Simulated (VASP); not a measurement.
# SnS2 in VASP: a series of runs

One slab, SnS2, is run at these levels: LDA, PBE+D3(BJ); tasks: relaxation of cell and atoms.

Program: VASP 6.6.1. These are calculated values, not measurements. Logs are shortened: lines on timing, memory, paths and dates and some standing lists are left out, and cuts for length are marked.

### 1 The slab as given

The cell holds a slab with vacuum, 3 atoms: a = 3.617 Å, b = 3.617 Å, c = 20.934 Å, α = 90.00°, β = 90.00°, γ = 120.00°.

### 2 Relaxation of cell and atoms, LDA

Input file INCAR:

```
PREC = Accurate
ENCUT = 600
EDIFF = 1E-7
ISMEAR = 0
SIGMA = 0.03
LREAL = F
LASPH = T
NELM = 80
ALGO = Normal
ISIF = 3
LWAVE = F
LCHARG = F
IBRION = 2
NSW = 90
EDIFFG = -0.005
LATTICE_CONSTRAINTS = .TRUE. .TRUE. .FALSE.
```

Input file KPOINTS:

```
Automatic mesh
0
Gamma
  12 12 1
```

Input file POSCAR:

```
SnS2                                    
1.0
    3.6170137894     -0.0000000000      0.0000000000
   -1.8085068947      3.1324258231      0.0000000000
    0.0000000000      0.0000000000     20.9340000000
  S               Sn            
     2     1
Direct
     0.6666666699999979    0.3333333300000021    0.4298746879388289
     0.3333333300000021    0.6666666699999979    0.5701253120611710
     0.0000000000000000    1.0000000000000000    0.5000000000000000
```

Potentials or basis: VASP PAW LDA potentials, release 64 (S, Sn_d).

The run is started by

```console
$ cat potpaw_LDA.64/S/POTCAR potpaw_LDA.64/Sn_d/POTCAR > POTCAR
$ mpirun -np 1 vasp_std > vasp.out
```

OUTCAR:

```text
PREC = Accurate
   ENCUT = 600
   EDIFF = 1E-7
   ISMEAR = 0
   LREAL = F
   LASPH = T
   NELM = 80
   ISIF = 3
   IBRION = 2
   NSW = 90
   EDIFFG = -0.005

 ion  position               nearest neighbor table
   1  0.667  0.333  0.430-   3 2.55   3 2.55   3 2.55
   2  0.333  0.667  0.570-   3 2.55   3 2.55   3 2.55
   3  0.000  0.000  0.500-   1 2.55   2 2.55   2 2.55   1 2.55   1 2.55   2 2.55

  LATTYP: Found a hexagonal cell.
 ALAT       =     3.6170137894
 C/A-ratio  =     5.7876472745

  Lattice vectors:

 A1 = (   3.6170137894,   0.0000000000,   0.0000000000)
 A2 = (  -1.8085068947,   3.1324258231,   0.0000000000)
 A3 = (   0.0000000000,   0.0000000000,  20.9340000000)

Analysis of symmetry for initial positions (statically):
=====================================================================
 Subroutine PRICEL returns:
 Original cell was already a primitive cell.

 Routine SETGRP: Setting up the symmetry group for a
 hexagonal supercell.

 Subroutine GETGRP returns: Found 12 space group operations
 (whereof 12 operations were pure point group operations)
 out of a pool of 24 trial point group operations.

The static configuration has the point symmetry D_3d.

Analysis of symmetry for dynamics (positions and initial velocities):
=====================================================================
 Subroutine PRICEL returns:
 Original cell was already a primitive cell.

 Routine SETGRP: Setting up the symmetry group for a
 hexagonal supercell.

 Subroutine GETGRP returns: Found 12 space group operations
 (whereof 12 operations were pure point group operations)
 out of a pool of 24 trial point group operations.

The dynamic configuration has the point symmetry D_3d.

 Subroutine INISYM returns: Found 12 space group operations
 (whereof 12 operations are pure point group operations),
 and found     1 'primitive' translations

----------------------------------------------------------------------------------------

                                     Primitive cell

  volume of cell :     237.1828

  direct lattice vectors                    reciprocal lattice vectors
     3.617013789  0.000000000  0.000000000     0.276471161  0.159620699  0.000000000
    -1.808506895  3.132425823  0.000000000     0.000000000  0.319241398  0.000000000
     0.000000000  0.000000000 20.934000000     0.000000000  0.000000000  0.047769179

  length of vectors
     3.617013789  3.617013786 20.934000000     0.319241398  0.319241398  0.047769179

  position of ions in fractional coordinates (direct lattice)
     0.666666670  0.333333330  0.429874688
     0.333333330  0.666666670  0.570125312
     0.000000000  0.000000000  0.500000000

  ion indices of the primitive-cell ions
   primitive index   ion index
                 1           1
                 2           2
                 3           3

----------------------------------------------------------------------------------------

 KPOINTS: Automatic mesh

Automatic generation of k-mesh.
 Grid dimensions read from file:
 generate k-points for:   12   12    1

 Generating k-lattice:

  Cartesian coordinates                     Fractional coordinates (reciprocal lattice)
     0.023039263  0.013301725  0.000000000     0.083333333  0.000000000  0.000000000
     0.000000000  0.026603450  0.000000000     0.000000000  0.083333333  0.000000000
     0.000000000  0.000000000  0.047769179     0.000000000  0.000000000  1.000000000

  Length of vectors
     0.026603450  0.026603450  0.047769179

  Shift w.r.t. Gamma in fractional coordinates (k-lattice)
     0.000000000  0.000000000  0.000000000

 Subroutine IBZKPT returns following result:
 ===========================================

 Found     19 irreducible k-points:

 Following reciprocal coordinates:
            Coordinates               Weight
  0.000000  0.000000  0.000000      1.000000
  0.083333  0.000000  0.000000      6.000000
  0.166667 -0.000000  0.000000      6.000000
  0.250000  0.000000  0.000000      6.000000
  0.333333 -0.000000  0.000000      6.000000
  0.416667 -0.000000  0.000000      6.000000
[... 11 lines left out ...]
  0.333333  0.250000  0.000000     12.000000
  0.333333  0.333333  0.000000      2.000000
   k-points           NKPTS =     19   k-points in BZ     NKDIM =     19   number of bands    NBANDS=     17
   number of dos      NEDOS =    301   number of ions     NIONS =      3
   total plane-waves  NPLWV = 151200
   dimension x,y,z NGX =    30 NGY =   30 NGZ =  168
   dimension x,y,z NGXF=    60 NGYF=   60 NGZF=  336
   ions per type =               2   1
   NGX,Y,Z   is equivalent  to a cutoff of  13.79, 13.79, 13.34 a.u.
   NGXF,Y,Z  is equivalent  to a cutoff of  27.58, 27.58, 26.68 a.u.
 SYSTEM =  unknown system
   PREC   = accura    normal or accurate (medium, high low for compatibility)
   ISTART =      0    job   : 0-new  1-cont  2-samecut
   ICHARG =      2    charge: 1-file 2-atom 10-const
   ISPIN  =      1    spin polarized calculation?
   LNONCOLLINEAR =      F non collinear calculations
   LSORBIT =      F    spin-orbit coupling
   LASPH  =      T    aspherical Exc in radial PAW
   ENCUT  =  600.0 eV  44.10 Ry    6.64 a.u.   7.22  7.22 41.81*2*pi/ulx,y,z
   NELM   =     80;   NELMIN=  2; NELMDL= -5     # of ELM steps
   EDIFF  = 0.1E-06   stopping-criterion for ELM
   LREAL  =      F    real-space projection
   EDIFFG = -.5E-02   stopping-criterion for IOM
   NSW    =     90    number of steps for IOM
   IBRION =      2    ionic relax: 0-MD 1-quasi-New 2-CG
   NFREE  =      1    steps in history (QN), initial steepest desc. (CG)
   ISIF   =      3    stress and relaxation
   ISYM   =      2    0-nonsym 1-usesym 2-fastsym
   POTIM  = 0.5000    time-step for ionic-motion
   TEBEG  =    0.0;   TEEND  =   0.0 temperature during run
   PSTRESS=    0.0 pullay stress
   NELECT =      26.0000    total number of electrons
   NUPDOWN=      -1.0000    fix difference up-down
   EMIN   =  10.00;   EMAX   =-10.00  energy-range for DOS
   EFERMI =   0.00;   METHOD = LEGACY
   ISMEAR =     0;   SIGMA  =   0.03  broadening in eV -4-tet -1-fermi 0-gaus
   EFERMI_NEDOS =   21; number of points for ismear=-14 and -15
   IALGO  =     38    algorithm
   IMIX   =      4    mixing-type and parameters
     AMIX     =   0.40;   BMIX     =  1.00
     AMIX_MAG =   1.60;   BMIX_MAG =  1.00
  volume/ion in A,a.u.               =      79.06       533.53
  Fermi-wavevector in a.u.,A,eV,Ry     =   0.783499  1.480598  8.352209  0.613870
  Thomas-Fermi vector in A             =   1.887439
   LORBIT       =      0    0 simple, 1 ext, 2 COOP (PROOUT), +10 PAW based schemes
   GGA     = CA    functional components
   LHFCALC =     F    Hartree Fock is set to
   AEXX    =    0.0000 exact exchange contribution
   IVDW    =     0    specifies the selected vdW correction
   LEPSILON=     F    determine dielectric tensor
   LRPA    =     F    only Hartree local field effects (RPA)
 conjugate gradient relaxation of ions
 non-spin polarized calculation
 Gauss-broadening in eV      SIGMA  =   0.03
  energy-cutoff  :      600.00
  volume of cell :      237.18
 maximum number of plane-waves:      7940
 NGX is ok and might be reduce to    30
   NGX = 15   NGY = 15   NGZ = 83

 number of electron      26.0000001 magnetization

 Free energy of the ion-electron system (eV)
  ---------------------------------------------------
  ext. energy  EPLUGINS =         0.00000000
  ---------------------------------------------------
  free energy    TOTEN  =       -14.94616030 eV

  energy without entropy =      -14.94616030  energy(sigma->0) =      -14.94616030

 E-fermi :  -3.4711     XC(G=0):  -3.2781

 val. band max:       -3.6554148600   @ k =   0.1667  -0.0000   0.0000
 cond. band min:      -2.1706112854   @ k =   0.5000   0.0000   0.0000
 fundamental gap:      1.4848035746
 Fermi energy:        -3.4711029075

 k-point     1 :       0.0000    0.0000    0.0000
  band No.  band energies     occupation
      1     -24.4043      2.00000
      2     -24.4043      2.00000
      3     -24.3497      2.00000
      4     -24.3210      2.00000
      5     -24.3210      2.00000
      6     -17.3560      2.00000
[... 9 lines left out ...]
     16       1.7464      0.00000
     17       1.7464      0.00000

 k-point     2 :       0.0833    0.0000    0.0000
  band No.  band energies     occupation
      1     -24.4091      2.00000
      2     -24.3995      2.00000
      3     -24.3460      2.00000
      4     -24.3244      2.00000
      5     -24.3207      2.00000
      6     -17.2745      2.00000
[... 9 lines left out ...]
     16       1.5856      0.00000
     17       1.9329      0.00000

 k-point     3 :       0.1667   -0.0000    0.0000
  band No.  band energies     occupation
      1     -24.4237      2.00000
      2     -24.3876      2.00000
      3     -24.3388      2.00000
      4     -24.3295      2.00000
      5     -24.3189      2.00000
      6     -17.0335      2.00000
[... 9 lines left out ...]
     16       1.9770      0.00000
     17       2.3724      0.00000

 k-point     4 :       0.2500    0.0000    0.0000
  band No.  band energies     occupation
      1     -24.4456      2.00000
      2     -24.3750      2.00000
      3     -24.3465      2.00000
      4     -24.3166      2.00000
      5     -24.3124      2.00000
      6     -16.6469      2.00000
[... 9 lines left out ...]
     16       2.4831      0.00000
     17       2.7853      0.00000
[... 243 lines left out ...]
      1     -24.4554      2.00000
      2     -24.3954      2.00000
      3     -24.3411      2.00000
      4     -24.3168      2.00000
      5     -24.2842      2.00000
      6     -15.4711      2.00000
[... 9 lines left out ...]
     16       2.7276      0.00000
     17       3.3920      0.00000

 k-point    18 :       0.3333    0.2500    0.0000
  band No.  band energies     occupation
      1     -24.4512      2.00000
      2     -24.4053      2.00000
      3     -24.3376      2.00000
      4     -24.3105      2.00000
      5     -24.2880      2.00000
      6     -15.0563      2.00000
[... 9 lines left out ...]
     16       2.5549      0.00000
     17       3.5977      0.00000

 k-point    19 :       0.3333    0.3333    0.0000
  band No.  band energies     occupation
      1     -24.4289      2.00000
      2     -24.4289      2.00000
      3     -24.3220      2.00000
      4     -24.3220      2.00000
      5     -24.2909      2.00000
      6     -14.7689      2.00000
[... 9 lines left out ...]
     16       2.4186      0.00000
     17       3.9612      0.00000

------------------------ aborting loop because EDIFF is reached ----------------------------------------

  FORCE on cell =-STRESS in cart. coord.  units (eV):
  Direction    XX          YY          ZZ          XY          YZ          ZX
  --------------------------------------------------------------------------------------
  -------------------------------------------------------------------------------------
  Total       -0.0019038     -0.0019038     -0.0071471      0.0000000      0.0000000      0.0000000
  in kB       -0.0128600     -0.0128600     -0.0482789      0.0000000      0.0000000      0.0000000
  external PRESSURE =      -0.0246663 kB  Pullay stress =       0.0000000 kB

 VOLUME and BASIS-vectors are now :
 -----------------------------------------------------------------------------
  energy-cutoff  :      600.00
  volume of cell :      237.18
      direct lattice vectors                 reciprocal lattice vectors
     3.617013789  0.000000000  0.000000000     0.276471161  0.159620699  0.000000000
    -1.808506895  3.132425823  0.000000000     0.000000000  0.319241398  0.000000000
     0.000000000  0.000000000 20.934000000     0.000000000  0.000000000  0.047769179

 POSITION                                       TOTAL-FORCE (eV/Angst)
 -----------------------------------------------------------------------------------
      1.80851      1.04414      8.99900        -0.000000     -0.000000      0.000305
     -0.00000      2.08828     11.93500         0.000000      0.000000     -0.000305
      0.00000      0.00000     10.46700        -0.000000      0.000000      0.000000
 -----------------------------------------------------------------------------------
    total drift:                                0.000000      0.000000      0.000000

  FREE ENERGIE OF THE ION-ELECTRON SYSTEM (eV)
  ---------------------------------------------------
  free  energy   TOTEN  =       -14.9461603005 eV

  energy  without entropy=      -14.9461603005  energy(sigma->0) =      -14.94616030

 reached required accuracy - stopping structural energy minimisation
```

Wall time 3.2 min (1 thread of Intel Xeon Platinum 8259CL at 2.50GHz (Skylake/Cascade Lake), shared host); peak memory 0.35 GiB.

Results:

```yaml
Free_energy: -14.9462 eV
Band_gap_on_the_k_mesh: 1.48 eV, indirect (least direct gap 1.76 eV)
```

Final structure:
```cif
data_structure
_symmetry_space_group_name_H-M 'P 1'
_symmetry_Int_Tables_number 1
_cell_length_a 3.6170
_cell_length_b 3.6170
_cell_length_c 20.9340
_cell_angle_alpha 90.000
_cell_angle_beta 90.000
_cell_angle_gamma 120.000
_cell_volume 237.18
loop_
_atom_site_label
_atom_site_type_symbol
_atom_site_fract_x
_atom_site_fract_y
_atom_site_fract_z
_atom_site_occupancy
S1 S 0.66667 0.33333 0.42987 1
S2 S 0.33333 0.66667 0.57013 1
Sn1 Sn 0.00000 0.00000 0.50000 1
```

Levels at points of the mesh, in eV from the valence-band top:
| k point | band 9 | band 10 | band 11 | band 12 | band 13 | band 14 | band 15 | band 16 | band 17 |
| --- | --- | --- | --- | --- | --- | --- | --- | --- | --- |
| (0.00, 0.00, 0.00) | -0.99 | -0.51 | -0.51 | -0.08 | -0.08 | 2.49 | 3.73 | 5.40 | 5.40 |
| (0.50, 0.00, 0.00) | -4.59 | -2.36 | -2.17 | -0.58 | -0.28 | 1.48 | 4.64 | 6.14 | 6.23 |

Caveat: the relaxation stopped at its first step, so nothing moved; spin-orbit coupling is left out, which moves the levels of the heavy elements.

(Part 1 of 2 ends here.)
